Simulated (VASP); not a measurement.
# MoS2 in VASP: notebook

The runs below take MoS2 through single point, with r2SCAN+rVV10.

All numbers are computed with VASP 6.6.1; they aren't measurements. Logs are shortened: lines on timing, memory, paths and dates and some standing lists are left out, and cuts for length are marked.

**1. Starting point**

The cell holds a sheet with vacuum, 3 atoms: a = 3.172 Å, b = 3.172 Å, c = 30.040 Å, α = 90.00°, β = 90.00°, γ = 120.00°.

The cell was built by a generator and needn't be a form met in nature.

**2. Single point, r2SCAN+rVV10**

The input, POSCAR:

```
MoS2
1.0
    3.1722934906      0.0000000000      0.0000000000
   -1.5861467453      2.7472867511      0.0000000000
    0.0000000000      0.0000000000     30.0399999981
S Mo
2 1
Direct
    0.6666666667      0.3333333333      0.2331688208
    0.6666666667      0.3333333333      0.3367379702
    0.3333333333      0.6666666667      0.2849533955
```

The input, INCAR.step1:

```
SYSTEM = MoS2
PREC     = Accurate       ! precision mode
ENCUT    = 520            ! plane-wave cutoff, eV
ISMEAR   = 0              ! smearing method
SIGMA    = 0.03           ! smearing width, eV
LREAL    = .FALSE.        ! projectors in reciprocal space
LASPH    = .TRUE.         ! aspherical terms in the spheres
NELM     = 100            ! most SCF steps
LDIPOL   = .TRUE.       
IDIPOL   = 3            
DIPOL    = 0.5 0.5 0.285
NBANDS   = 20             ! bands
GGA      = PE             ! functional
ALGO     = Normal         ! electronic algorithm
EDIFF    = 1E-4           ! SCF threshold, eV
LWAVE    = .TRUE.         ! write WAVECAR
LCHARG   = .FALSE.        ! write CHGCAR
```

The input, INCAR.step2:

```
SYSTEM = MoS2
PREC     = Accurate       ! precision mode
ENCUT    = 520            ! plane-wave cutoff, eV
EDIFF    = 1E-6           ! SCF threshold, eV
ISMEAR   = 0              ! smearing method
SIGMA    = 0.03           ! smearing width, eV
LREAL    = .FALSE.        ! projectors in reciprocal space
LASPH    = .TRUE.         ! aspherical terms in the spheres
NELM     = 100            ! most SCF steps
ALGO     = Normal         ! electronic algorithm
ISIF     = 2              ! what is computed and relaxed
LWAVE    = .FALSE.        ! write WAVECAR
LCHARG   = .TRUE.         ! write CHGCAR
LDIPOL   = .TRUE.       
IDIPOL   = 3            
DIPOL    = 0.5 0.5 0.285
METAGGA  = R2SCAN         ! meta-GGA
LMIXTAU  = .TRUE.       
LUSE_VDW = .TRUE.       
IVDW_NL  = 2            
BPARAM   = 11.95        
CPARAM   = 0.0093       
LELF     = .TRUE.         ! ELF
LVHAR    = .TRUE.       
LVACPOTAV= .TRUE.       
NBANDS   = 20             ! bands
ISTART   = 1
```

The input, KPOINTS:

```
regular mesh
0
G
  12 12 1
  0 0 0
```

Potentials or basis: VASP PAW PBE potentials, release 64 (S, Mo_sv).

The run is started by

```console
> cat potpaw_PBE.64/S/POTCAR potpaw_PBE.64/Mo_sv/POTCAR > POTCAR
> cp INCAR.step1 INCAR
> mpirun -np 1 vasp_std > vasp.out
> cp INCAR.step2 INCAR
> mpirun -np 1 vasp_std > vasp.out
```

OUTCAR:

```text
SYSTEM = MoS2
   PREC = Accurate
   ENCUT = 520
   EDIFF = 1E-6
   ISMEAR = 0
   LREAL = .FALSE.
   LASPH = .TRUE.
   NELM = 100
   ISIF = 2
   METAGGA = R2SCAN
   IVDW_NL = 2
   BPARAM = 11.95
   ISTART = 1

 ion  position               nearest neighbor table
   1  0.667  0.333  0.233-   3 2.40   3 2.40   3 2.40
   2  0.667  0.333  0.337-   3 2.40   3 2.40   3 2.40
   3  0.333  0.667  0.285-   1 2.40   2 2.40   1 2.40   2 2.40   1 2.40   2 2.40

  LATTYP: Found a hexagonal cell.
 ALAT       =     3.1722934906
 C/A-ratio  =     9.4694895309

  Lattice vectors:

 A1 = (   3.1722934906,   0.0000000000,   0.0000000000)
 A2 = (  -1.5861467453,   2.7472867511,   0.0000000000)
 A3 = (   0.0000000000,   0.0000000000,  30.0399999981)

Analysis of symmetry for initial positions (statically):
=====================================================================
 Subroutine PRICEL returns:
 Original cell was already a primitive cell.

 Routine SETGRP: Setting up the symmetry group for a
 hexagonal supercell.

 Subroutine GETGRP returns: Found 12 space group operations
 (whereof  6 operations were pure point group operations)
 out of a pool of 24 trial point group operations.

The static configuration has the point symmetry C_3v.
 The point group associated with its full space group is D_3h.

Analysis of symmetry for dynamics (positions and initial velocities):
=====================================================================
 Subroutine PRICEL returns:
 Original cell was already a primitive cell.

 Routine SETGRP: Setting up the symmetry group for a
 hexagonal supercell.

 Subroutine GETGRP returns: Found 12 space group operations
 (whereof  6 operations were pure point group operations)
 out of a pool of 24 trial point group operations.

The dynamic configuration has the point symmetry C_3v.
 The point group associated with its full space group is D_3h.

 Subroutine INISYM returns: Found 12 space group operations
 (whereof  6 operations are pure point group operations),
 and found     1 'primitive' translations

----------------------------------------------------------------------------------------

                                     Primitive cell

  volume of cell :     261.8046

  direct lattice vectors                    reciprocal lattice vectors
     3.172293491  0.000000000  0.000000000     0.315229345  0.181997747  0.000000000
    -1.586146745  2.747286751  0.000000000     0.000000000  0.363995495  0.000000000
     0.000000000  0.000000000 30.039999998     0.000000000  0.000000000  0.033288948

  length of vectors
     3.172293491  3.172293491 30.039999998     0.363995495  0.363995495  0.033288948

  position of ions in fractional coordinates (direct lattice)
     0.666666667  0.333333333  0.233168821
     0.666666667  0.333333333  0.336737970
     0.333333333  0.666666667  0.284953395

  ion indices of the primitive-cell ions
   primitive index   ion index
                 1           1
                 2           2
                 3           3

----------------------------------------------------------------------------------------

 KPOINTS: regular mesh

Automatic generation of k-mesh.
 Grid dimensions read from file:
 generate k-points for:   12   12    1

 Generating k-lattice:

  Cartesian coordinates                     Fractional coordinates (reciprocal lattice)
     0.026269112  0.015166479  0.000000000     0.083333333 -0.000000000  0.000000000
     0.000000000  0.030332958  0.000000000     0.000000000  0.083333333  0.000000000
     0.000000000  0.000000000  0.033288948     0.000000000  0.000000000  1.000000000

  Length of vectors
     0.030332958  0.030332958  0.033288948

  Shift w.r.t. Gamma in fractional coordinates (k-lattice)
     0.000000000  0.000000000  0.000000000

 Subroutine IBZKPT returns following result:
 ===========================================

 Found     19 irreducible k-points:

 Following reciprocal coordinates:
            Coordinates               Weight
  0.000000  0.000000  0.000000      1.000000
  0.083333 -0.000000  0.000000      6.000000
  0.166667 -0.000000  0.000000      6.000000
  0.250000 -0.000000  0.000000      6.000000
  0.333333 -0.000000  0.000000      6.000000
  0.416667 -0.000000  0.000000      6.000000
[... 11 lines left out ...]
  0.333333  0.250000  0.000000     12.000000
  0.333333  0.333333  0.000000      2.000000
   k-points           NKPTS =     19   k-points in BZ     NKDIM =     19   number of bands    NBANDS=     20
   number of dos      NEDOS =    301   number of ions     NIONS =      3
   total plane-waves  NPLWV = 129024
   dimension x,y,z NGX =    24 NGY =   24 NGZ =  224
   dimension x,y,z NGXF=    48 NGYF=   48 NGZF=  448
   ions per type =               2   1
   NGX,Y,Z   is equivalent  to a cutoff of  12.58, 12.58, 12.40 a.u.
   NGXF,Y,Z  is equivalent  to a cutoff of  25.15, 25.15, 24.79 a.u.
 SYSTEM =  MoS2
   PREC   = accura    normal or accurate (medium, high low for compatibility)
   ISTART =      1    job   : 0-new  1-cont  2-samecut
   ICHARG =      0    charge: 1-file 2-atom 10-const
   ISPIN  =      1    spin polarized calculation?
   LNONCOLLINEAR =      F non collinear calculations
   LSORBIT =      F    spin-orbit coupling
   LASPH  =      T    aspherical Exc in radial PAW
   ENCUT  =  520.0 eV  38.22 Ry    6.18 a.u.   5.90  5.90 55.85*2*pi/ulx,y,z
   NELM   =    100;   NELMIN=  2; NELMDL=  0     # of ELM steps
   EDIFF  = 0.1E-05   stopping-criterion for ELM
   LREAL  =      F    real-space projection
   EDIFFG = 0.1E-04   stopping-criterion for IOM
   NSW    =      0    number of steps for IOM
   IBRION =     -1    ionic relax: 0-MD 1-quasi-New 2-CG
   NFREE  =      0    steps in history (QN), initial steepest desc. (CG)
   ISIF   =      2    stress and relaxation
   ISYM   =      2    0-nonsym 1-usesym 2-fastsym
   POTIM  = 0.5000    time-step for ionic-motion
   TEBEG  =    0.0;   TEEND  =   0.0 temperature during run
   PSTRESS=    0.0 pullay stress
   NELECT =      26.0000    total number of electrons
   NUPDOWN=      -1.0000    fix difference up-down
   EMIN   =  10.00;   EMAX   =-10.00  energy-range for DOS
   EFERMI =   0.00;   METHOD = LEGACY
   ISMEAR =     0;   SIGMA  =   0.03  broadening in eV -4-tet -1-fermi 0-gaus
   EFERMI_NEDOS =   21; number of points for ismear=-14 and -15
   IALGO  =     38    algorithm
   IMIX   =      4    mixing-type and parameters
     AMIX     =   0.40;   BMIX     =  1.00
     AMIX_MAG =   1.60;   BMIX_MAG =  1.00
  volume/ion in A,a.u.               =      87.27       588.91
  Fermi-wavevector in a.u.,A,eV,Ry     =   0.758124  1.432646  7.819974  0.574752
  Thomas-Fermi vector in A             =   1.856624
   LORBIT       =      0    0 simple, 1 ext, 2 COOP (PROOUT), +10 PAW based schemes
   METAGGA = R2SCAN    functional components
   LHFCALC =     F    Hartree Fock is set to
   AEXX    =    0.0000 exact exchange contribution
   IVDW_NL    =     2    kernel type
   BPARAM     =11.9500
   IVDW    =     0    specifies the selected vdW correction
   LEPSILON=     F    determine dielectric tensor
   LRPA    =     F    only Hartree local field effects (RPA)
 non-spin polarized calculation
 Gauss-broadening in eV      SIGMA  =   0.03
  energy-cutoff  :      520.00
  volume of cell :      261.80
 maximum number of plane-waves:      7088
 NGX is ok and might be reduce to    24
   NGX = 11   NGY = 11   NGZ =111

 dipolmoment           0.000000      0.000000      0.000001 electrons x Angstroem

 number of electron      25.9999999 magnetization

 dipolmoment           0.000000      0.000000     -0.000001 electrons x Angstroem

 Free energy of the ion-electron system (eV)
  ---------------------------------------------------
  ext. energy  EPLUGINS =         0.00000000
  ---------------------------------------------------
  free energy    TOTEN  =       -44.35088964 eV

  energy without entropy =      -44.35088964  energy(sigma->0) =      -44.35088964

 E-fermi :  -3.2271     XC(G=0):  -2.5852

 val. band max:       -3.5116679294   @ k =   0.0000   0.0000   0.0000
 cond. band min:      -1.7309475352   @ k =   0.3333   0.3333   0.0000
 fundamental gap:      1.7807203942
 Fermi energy:        -3.2271144236

 k-point     1 :       0.0000    0.0000    0.0000
  band No.  band energies     occupation
      1     -66.3121      2.00000
      2     -39.7341      2.00000
      3     -39.5101      2.00000
      4     -39.5101      2.00000
      5     -18.3407      2.00000
      6     -16.9390      2.00000
[... 12 lines left out ...]
     19       2.5656      0.00000
     20       2.8176      0.00000

 k-point     2 :       0.0833   -0.0000    0.0000
  band No.  band energies     occupation
      1     -66.3092      2.00000
      2     -39.7284      2.00000
      3     -39.5386      2.00000
      4     -39.5166      2.00000
      5     -18.2321      2.00000
      6     -16.8963      2.00000
[... 12 lines left out ...]
     19       2.7033      0.00000
     20       2.9671      0.00000

 k-point     3 :       0.1667   -0.0000    0.0000
  band No.  band energies     occupation
      1     -66.3013      2.00000
      2     -39.7127      2.00000
      3     -39.6159      2.00000
      4     -39.5341      2.00000
      5     -17.9235      2.00000
      6     -16.7750      2.00000
[... 12 lines left out ...]
     19       3.1092      0.00000
     20       3.3835      0.00000

 k-point     4 :       0.2500   -0.0000    0.0000
  band No.  band energies     occupation
      1     -66.2904      2.00000
      2     -39.7201      2.00000
      3     -39.6912      2.00000
      4     -39.5580      2.00000
      5     -17.4675      2.00000
      6     -16.5975      2.00000
[... 314 lines left out ...]
 k-point    18 :       0.3333    0.2500    0.0000
  band No.  band energies     occupation
      1     -66.2646      2.00000
      2     -39.8528      2.00000
      3     -39.7256      2.00000
      4     -39.6401      2.00000
      5     -16.1639      2.00000
      6     -16.0663      2.00000
[... 12 lines left out ...]
     19       5.2063      0.00000
     20       6.3964      0.00000

 k-point    19 :       0.3333    0.3333    0.0000
  band No.  band energies     occupation
      1     -66.2632      2.00000
      2     -39.8221      2.00000
      3     -39.7737      2.00000
      4     -39.6372      2.00000
      5     -16.0815      2.00000
      6     -16.0251      2.00000
[... 12 lines left out ...]
     19       4.6173      0.00000
     20       6.7100      0.00000

------------------------ aborting loop because EDIFF is reached ----------------------------------------

  FORCE on cell =-STRESS in cart. coord.  units (eV):
  Direction    XX          YY          ZZ          XY          YZ          ZX
  --------------------------------------------------------------------------------------
  -------------------------------------------------------------------------------------
  Total        0.0687924      0.0687924      0.0281974      0.0000000      0.0000000      0.0000000
  in kB        0.4209922      0.4209922      0.1725610      0.0000000      0.0000000      0.0000000
  external PRESSURE =       0.3381818 kB  Pullay stress =       0.0000000 kB

 VOLUME and BASIS-vectors are now :
 -----------------------------------------------------------------------------
  energy-cutoff  :      520.00
  volume of cell :      261.80
      direct lattice vectors                 reciprocal lattice vectors
     3.172293491  0.000000000  0.000000000     0.315229345  0.181997747  0.000000000
    -1.586146745  2.747286751  0.000000000     0.000000000  0.363995495  0.000000000
     0.000000000  0.000000000 30.039999998     0.000000000  0.000000000  0.033288948

 POSITION                                       TOTAL-FORCE (eV/Angst)
 -----------------------------------------------------------------------------------
      1.58615      0.91576      7.00439        -0.000000     -0.000000     -0.014880
      1.58615      0.91576     10.11561        -0.000000     -0.000000      0.014880
     -0.00000      1.83152      8.56000         0.000000      0.000000      0.000000
 -----------------------------------------------------------------------------------
    total drift:                                0.000001      0.000001     -0.000023

  FREE ENERGIE OF THE ION-ELECTRON SYSTEM (eV)
  ---------------------------------------------------
  free  energy   TOTEN  =       -44.3508896389 eV

  energy  without entropy=      -44.3508896389  energy(sigma->0) =      -44.35088964

 vacuum level on the upper side and lower side of the slab         2.630         2.630
```

Run time: 10 min. Hardware: 1 thread of Intel Xeon 6975P-C (Granite Rapids), shared host; peak memory 0.86 GiB.

Results:

- Free energy: -44.3509 eV
- Largest force: 0.015 eV/Å
- Band gap on the k mesh: 1.78 eV, indirect (least direct gap 1.82 eV)
- Ionisation potential of the upper face: 6.14 eV

Forces in eV/Å, atoms in the order of the input:
```
S    0.000  0.000 -0.015
S    0.000  0.000  0.015
Mo   0.000  0.000  0.000
```

Caveat: the PAW data sets were made with another functional, which shifts forces and pressure a little.

(Part 1 of 2 ends here.)
